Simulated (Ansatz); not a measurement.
# Barium, diamond under BLYP: structure, energy and stiffness, part 2 of 2

The plan for barium in the diamond structure: relax it, solve it on a dense k-mesh, then scale the cell to 7 volumes from 88 to 112 % of the relaxed one and try a fit of the equation of state. Spin polarisation is left out. The k-meshes are 6×6×6 for the relaxation; 8×8×8 for the dense run; 6×6×6 for the volumes.

Ansatz 0.2.0; DFT, BLYP, plane waves (420 eV) with PAW, scalar-relativistic. Earlier steps stand in the parts before.

## (5) Equation of state: 92 %

This is Ba in the diamond structure; at room conditions it is bcc.

Input file input.yaml:

```yaml
crystal:
  lattice:
    - [0.0, 5.2939523597, 5.2939523597]
    - [5.2939523597, 0.0, 5.2939523597]
    - [5.2939523597, 5.2939523597, 0.0]
  atoms:
    - { symbol: Ba, position: [0.125, 0.125, 0.125] }
    - { symbol: Ba, position: [0.875, 0.875, 0.875] }
hamiltonian:
  xc: blyp
  pseudopotentials:
    kind: paw
    azcp:
      Ba: "pseudopotentials/Ba.paw.azcp"
basis:
  ecutwfc: 420
  fft_grid_basis: typed
kpoints:
  mp_grid: { grid: [6, 6, 6], shift: [0, 0, 0] }
magnetization:
  spin_polarized: false
scf:
  occupations: { method: fermi_dirac, width: 0.1 }
  lower_state_search: "off"
output:
  stress: true
  write_density: true
  write_potential: true
  elf: true
  volumetric_format: npy
```

Log, shortened:

```text
Warning: RAYON_NUM_THREADS=2 ignored (pool sized by the plan → 2); use --threads N
[...]
Pseudopotentials: kind: paw
Pseudopotential: Ba, paw, valence charge 10, recommended cutoff 420 eV (normal), <dir>
Functional definition: BLYP
[...]
Crystal: 2 atoms, lattice volume = 296.736 Å³
Basis set: ecut = 420 eV, 5817 PW (Γ), exchange–correlation on 108×108×108 points (8 copies of the dense FFT grid, shifted against one another)
Bands: 14, of which v1, the nominal top of the filled ones, is band 10 counted from 1 (9 counted from 0)
Symmetry: 48 space group operations
Space group: Fd-3m (ITA 227), of the structure as read, at distance tolerance 6.7e-5 Å
k-points: 16 of 216
[...]
SCF iter   1: F=—  HF=-11935.129308 eV  |F-HF|=—  |Δ(HF+E_count)|=         —  Δρ=1.79e-3  dr2=1.27e-2  ethr=1.77e-3  ⟨swp⟩=8.4  Hψ=3756  notcnv=0
[...]
SCF iter   7: F=-11935.141906 eV  HF=-11935.141906 eV  |F-HF|=1.04e-8  |Δ(HF+E_count)|=   3.02e-7  Δρ=5.40e-7  dr2=1.29e-9  ethr=5.00e-10  ⟨swp⟩=11.9  Hψ=2303  notcnv=0
[...]
SCF converged after 7 iterations
Free energy (F): -11935.141906 eV
[...]
E sigma→0 (E₀):  -11935.030206 eV
Entropy (-TS):   -0.223400 eV (-111.700 meV/atom)
Fermi energy:    1.763328 eV
[...]
--- Stress (GPa, compression-positive) ---
        0.115745      -0.000000      -0.000000
       -0.000000       0.115745       0.000000
        0.000000       0.000000       0.115745
  P = ⅓ Tr σ = 0.1157 GPa (1.157 kbar)
--- Band table (eV; the first three rows and the last of 16) ---
  k-point 0: bands = ["-28.2698", "-28.2517", "-13.4148", "-13.4148", "-13.4148", "-13.3186", "-13.3186", "-13.3186", "-0.1681", "2.1161", "2.1161", "2.1161", "2.1440", "2.1440", "2.8193", "2.8193", "2.8193", "4.1408"]
[...]
```

Wall time 4.9 s (2 threads of Arm Neoverse V1, shared host); peak memory 0.52 GiB.

## (6) Equation of state: 96 %

input.yaml, as its differences from that of step 5:

```diff
@@ -2,5 +2,5 @@
   lattice:
-    - [0.0, 5.2939523597, 5.2939523597]
-    - [5.2939523597, 0.0, 5.2939523597]
-    - [5.2939523597, 5.2939523597, 0.0]
+    - [0.0, 5.3695904697, 5.3695904697]
+    - [5.3695904697, 0.0, 5.3695904697]
+    - [5.3695904697, 5.3695904697, 0.0]
   atoms:
```

Log, shortened:

```text
Warning: RAYON_NUM_THREADS=2 ignored (pool sized by the plan → 2); use --threads N
[...]
Pseudopotentials: kind: paw
Pseudopotential: Ba, paw, valence charge 10, recommended cutoff 420 eV (normal), <dir>
Functional definition: BLYP
[...]
Crystal: 2 atoms, lattice volume = 309.637 Å³
Basis set: ecut = 420 eV, 5985 PW (Γ), exchange–correlation on 108×108×108 points (8 copies of the dense FFT grid, shifted against one another)
Bands: 14, of which v1, the nominal top of the filled ones, is band 10 counted from 1 (9 counted from 0)
Symmetry: 48 space group operations
Space group: Fd-3m (ITA 227), of the structure as read, at distance tolerance 6.8e-5 Å
k-points: 16 of 216
[...]
SCF iter   1: F=—  HF=-11935.137062 eV  |F-HF|=—  |Δ(HF+E_count)|=         —  Δρ=1.76e-3  dr2=1.38e-2  ethr=1.77e-3  ⟨swp⟩=8.7  Hψ=3801  notcnv=0
[...]
SCF iter   7: F=-11935.148812 eV  HF=-11935.148812 eV  |F-HF|=6.72e-9  |Δ(HF+E_count)|=   2.66e-7  Δρ=4.58e-7  dr2=7.72e-10  ethr=5.00e-10  ⟨swp⟩=11.9  Hψ=2276  notcnv=0
[...]
SCF converged after 7 iterations
Free energy (F): -11935.148812 eV
[...]
E sigma→0 (E₀):  -11935.042192 eV
Entropy (-TS):   -0.213241 eV (-106.620 meV/atom)
Fermi energy:    1.626747 eV
[...]
--- Stress (GPa, compression-positive) ---
        0.056209      -0.000000      -0.000000
       -0.000000       0.056209       0.000000
       -0.000000       0.000000       0.056209
  P = ⅓ Tr σ = 0.0562 GPa (0.562 kbar)
--- Band table (eV; the first three rows and the last of 16) ---
  k-point 0: bands = ["-28.4521", "-28.4372", "-13.5879", "-13.5879", "-13.5879", "-13.5042", "-13.5042", "-13.5042", "-0.2787", "1.9615", "1.9615", "1.9615", "2.0130", "2.0130", "2.6501", "2.6501", "2.6501", "3.9048"]
[...]
```

Wall time 5.1 s (2 threads of Arm Neoverse V1, shared host); peak memory 0.52 GiB.

## (7) Equation of state: 100 %

input.yaml, as its differences from that of step 6:

```diff
@@ -2,5 +2,5 @@
   lattice:
-    - [0.0, 5.3695904697, 5.3695904697]
-    - [5.3695904697, 0.0, 5.3695904697]
-    - [5.3695904697, 5.3695904697, 0.0]
+    - [0.0, 5.443155645, 5.443155645]
+    - [5.443155645, 0.0, 5.443155645]
+    - [5.443155645, 5.443155645, 0.0]
   atoms:
@@ -26,5 +26 @@
   stress: true
-  write_density: true
-  write_potential: true
-  elf: true
-  volumetric_format: npy
```

Log, shortened:

```text
Warning: RAYON_NUM_THREADS=2 ignored (pool sized by the plan → 2); use --threads N
[...]
Pseudopotentials: kind: paw
Pseudopotential: Ba, paw, valence charge 10, recommended cutoff 420 eV (normal), <dir>
Functional definition: BLYP
[...]
Crystal: 2 atoms, lattice volume = 322.539 Å³
Basis set: ecut = 420 eV, 6231 PW (Γ), exchange–correlation on 108×108×108 points (8 copies of the dense FFT grid, shifted against one another)
Bands: 14, of which v1, the nominal top of the filled ones, is band 10 counted from 1 (9 counted from 0)
Symmetry: 48 space group operations
Space group: Fd-3m (ITA 227), of the structure as read, at distance tolerance 6.9e-5 Å
k-points: 16 of 216
[...]
SCF iter   1: F=—  HF=-11935.140922 eV  |F-HF|=—  |Δ(HF+E_count)|=         —  Δρ=1.70e-3  dr2=1.39e-2  ethr=1.77e-3  ⟨swp⟩=8.6  Hψ=3821  notcnv=0
[...]
SCF iter   7: F=-11935.151047 eV  HF=-11935.151047 eV  |F-HF|=5.05e-9  |Δ(HF+E_count)|=   2.30e-7  Δρ=4.64e-7  dr2=1.03e-9  ethr=5.00e-10  ⟨swp⟩=5.0  Hψ=974  notcnv=0
[...]
SCF converged after 7 iterations
Free energy (F): -11935.151047 eV
[...]
E sigma→0 (E₀):  -11935.049049 eV
Entropy (-TS):   -0.203997 eV (-101.998 meV/atom)
Fermi energy:    1.498674 eV
[...]
--- Stress (GPa, compression-positive) ---
        0.000034      -0.000000      -0.000000
        0.000000       0.000034       0.000000
        0.000000      -0.000000       0.000034
  P = ⅓ Tr σ = 0.0000 GPa (0.000 kbar)
```

Run time: 4 s. Hardware: 2 threads of Arm Neoverse V1, shared host; peak memory 0.52 GiB.

## (8) Equation of state: 104 %

input.yaml, as its differences from that of step 7:

```diff
@@ -2,5 +2,5 @@
   lattice:
-    - [0.0, 5.443155645, 5.443155645]
-    - [5.443155645, 0.0, 5.443155645]
-    - [5.443155645, 5.443155645, 0.0]
+    - [0.0, 5.5147843282, 5.5147843282]
+    - [5.5147843282, 0.0, 5.5147843282]
+    - [5.5147843282, 5.5147843282, 0.0]
   atoms:
```

Log, shortened:

```text
Warning: RAYON_NUM_THREADS=2 ignored (pool sized by the plan → 2); use --threads N
[...]
Pseudopotentials: kind: paw
Pseudopotential: Ba, paw, valence charge 10, recommended cutoff 420 eV (normal), <dir>
Functional definition: BLYP
[...]
Crystal: 2 atoms, lattice volume = 335.441 Å³
Basis set: ecut = 420 eV, 6567 PW (Γ), exchange–correlation on 108×108×108 points (8 copies of the dense FFT grid, shifted against one another)
Bands: 14, of which v1, the nominal top of the filled ones, is band 10 counted from 1 (9 counted from 0)
Symmetry: 48 space group operations
Space group: Fd-3m (ITA 227), of the structure as read, at distance tolerance 6.9e-5 Å
k-points: 16 of 216
[...]
SCF iter   1: F=—  HF=-11935.140410 eV  |F-HF|=—  |Δ(HF+E_count)|=         —  Δρ=1.64e-3  dr2=1.36e-2  ethr=1.77e-3  ⟨swp⟩=8.6  Hψ=3824  notcnv=0
[...]
SCF iter   7: F=-11935.148943 eV  HF=-11935.148943 eV  |F-HF|=3.97e-9  |Δ(HF+E_count)|=   1.80e-7  Δρ=4.45e-7  dr2=1.05e-9  ethr=5.00e-10  ⟨swp⟩=5.0  Hψ=979  notcnv=0
[...]
SCF converged after 7 iterations
Free energy (F): -11935.148943 eV
[...]
E sigma→0 (E₀):  -11935.051107 eV
Entropy (-TS):   -0.195673 eV (-97.836 meV/atom)
Fermi energy:    1.377997 eV
[...]
--- Stress (GPa, compression-positive) ---
       -0.051414       0.000000      -0.000000
        0.000000      -0.051414      -0.000000
        0.000000       0.000000      -0.051414
  P = ⅓ Tr σ = -0.0514 GPa (-0.514 kbar)
```

Wall time 4.2 s (2 threads of Arm Neoverse V1, shared host); peak memory 0.53 GiB.

## (9) Equation of state: 108 %

input.yaml, as its differences from that of step 8:

```diff
@@ -2,5 +2,5 @@
   lattice:
-    - [0.0, 5.5147843282, 5.5147843282]
-    - [5.5147843282, 0.0, 5.5147843282]
-    - [5.5147843282, 5.5147843282, 0.0]
+    - [0.0, 5.5845991362, 5.5845991362]
+    - [5.5845991362, 0.0, 5.5845991362]
+    - [5.5845991362, 5.5845991362, 0.0]
   atoms:
```

Log, shortened:

```text
Warning: RAYON_NUM_THREADS=2 ignored (pool sized by the plan → 2); use --threads N
[...]
Pseudopotentials: kind: paw
Pseudopotential: Ba, paw, valence charge 10, recommended cutoff 420 eV (normal), <dir>
Functional definition: BLYP
[...]
Crystal: 2 atoms, lattice volume = 348.342 Å³
Basis set: ecut = 420 eV, 6855 PW (Γ), exchange–correlation on 108×108×108 points (8 copies of the dense FFT grid, shifted against one another)
Bands: 14, of which v1, the nominal top of the filled ones, is band 10 counted from 1 (9 counted from 0)
Symmetry: 48 space group operations
Space group: Fd-3m (ITA 227), of the structure as read, at distance tolerance 7.0e-5 Å
k-points: 16 of 216
[...]
SCF iter   1: F=—  HF=-11935.132734 eV  |F-HF|=—  |Δ(HF+E_count)|=         —  Δρ=1.57e-3  dr2=1.34e-2  ethr=1.77e-3  ⟨swp⟩=8.7  Hψ=3799  notcnv=0
[...]
SCF iter   6: F=-11935.142908 eV  HF=-11935.142908 eV  |F-HF|=9.94e-8  |Δ(HF+E_count)|=   1.09e-6  Δρ=3.19e-6  dr2=9.03e-8  ethr=5.00e-10  ⟨swp⟩=3.1  Hψ=1261  notcnv=0
[...]
SCF converged after 6 iterations
Free energy (F): -11935.142908 eV
[...]
E sigma→0 (E₀):  -11935.048806 eV
Entropy (-TS):   -0.188204 eV (-94.102 meV/atom)
Fermi energy:    1.263710 eV
[...]
--- Stress (GPa, compression-positive) ---
       -0.097538      -0.000000       0.000000
        0.000000      -0.097538      -0.000000
        0.000000       0.000000      -0.097538
  P = ⅓ Tr σ = -0.0975 GPa (-0.975 kbar)
```

It took 4.2 s on 2 threads of Arm Neoverse V1, shared host; peak memory 0.53 GiB.

## (10) Equation of state: 112 %

input.yaml, as its differences from that of step 9:

```diff
@@ -2,5 +2,5 @@
   lattice:
-    - [0.0, 5.5845991362, 5.5845991362]
-    - [5.5845991362, 0.0, 5.5845991362]
-    - [5.5845991362, 5.5845991362, 0.0]
+    - [0.0, 5.6527107165, 5.6527107165]
+    - [5.6527107165, 0.0, 5.6527107165]
+    - [5.6527107165, 5.6527107165, 0.0]
   atoms:
```

Log, shortened:

```text
Warning: RAYON_NUM_THREADS=2 ignored (pool sized by the plan → 2); use --threads N
[...]
Pseudopotentials: kind: paw
Pseudopotential: Ba, paw, valence charge 10, recommended cutoff 420 eV (normal), <dir>
Functional definition: BLYP
[...]
Crystal: 2 atoms, lattice volume = 361.244 Å³
Basis set: ecut = 420 eV, 7119 PW (Γ), exchange–correlation on 108×108×108 points (8 copies of the dense FFT grid, shifted against one another)
Bands: 14, of which v1, the nominal top of the filled ones, is band 10 counted from 1 (9 counted from 0)
Symmetry: 48 space group operations
Space group: Fd-3m (ITA 227), of the structure as read, at distance tolerance 7.1e-5 Å
k-points: 16 of 216
[...]
SCF iter   1: F=—  HF=-11935.124936 eV  |F-HF|=—  |Δ(HF+E_count)|=         —  Δρ=1.51e-3  dr2=1.29e-2  ethr=1.77e-3  ⟨swp⟩=8.9  Hψ=3864  notcnv=0
[...]
SCF iter   6: F=-11935.133377 eV  HF=-11935.133377 eV  |F-HF|=6.00e-8  |Δ(HF+E_count)|=   3.20e-7  Δρ=2.48e-6  dr2=4.73e-8  ethr=5.00e-10  ⟨swp⟩=2.9  Hψ=1160  notcnv=0
[...]
SCF converged after 6 iterations
Free energy (F): -11935.133377 eV
[...]
E sigma→0 (E₀):  -11935.042621 eV
Entropy (-TS):   -0.181511 eV (-90.755 meV/atom)
Fermi energy:    1.155420 eV
[...]
--- Stress (GPa, compression-positive) ---
       -0.138245       0.000000      -0.000000
       -0.000000      -0.138245       0.000000
       -0.000000       0.000000      -0.138245
  P = ⅓ Tr σ = -0.1382 GPa (-1.382 kbar)
```

Run time: 4.2 s. Hardware: 2 threads of Arm Neoverse V1, shared host; peak memory 0.53 GiB.

## (11) Energy and pressure against volume

The cell was scaled evenly, with its shape and the fractional positions fixed.

```
V (Å³/atom)  E − E₀ (meV/atom)  P from the stress (GPa)  P from the fit (GPa)
    141.917               19.1                     0.18                  0.25
    148.368               10.5                     0.12                  0.18
    154.819                4.5                     0.06                  0.12
    161.270                1.0                     0.00                  0.05
    167.720                0.0                    -0.05                  0.00
    174.171                1.2                    -0.10                 -0.05
    180.622                4.2                    -0.14                 -0.10
```

Fit (Birch-Murnaghan, third order): V₀ = 167.505 Å³/atom, B₀ = 1.4 GPa, B₀′ = 1.3, largest residual 0.02 meV/atom.

The fit is made to E(σ → 0), while the stress belongs to the free energy F; that is one source of the offset between the two pressures.

## (12) Results

The summary covers parts 1 to 2.

| quantity | value |
| --- | --- |
| space group (spins left aside) | Fd-3m (No. 227) |
| conventional cell | a = 10.886 Å |
| volume | 161.270 Å³/atom |
| shortest distance | 4.714 Å |
| gap on the mesh | none (levels filled in part) |
| relative to bcc | +770 meV/atom |
| highest ELF outside the cores | 0.72, 2.37 Å from the nearest atom |
| V₀, B₀, B₀′ | 167.505 Å³/atom, 1.4 GPa, 1.3 |

What this shows: The relaxation enlarged the cell by 91.1 % in volume. Against the reference form of barium (bcc, computed apart with the same settings) it stands 770 meV/atom higher. Levels at the Fermi energy are filled in part, as in a metal. The fitted modulus is 1.4 GPa, a soft solid. The symmetry was held, so the structure may be unstable against distortions that break it.
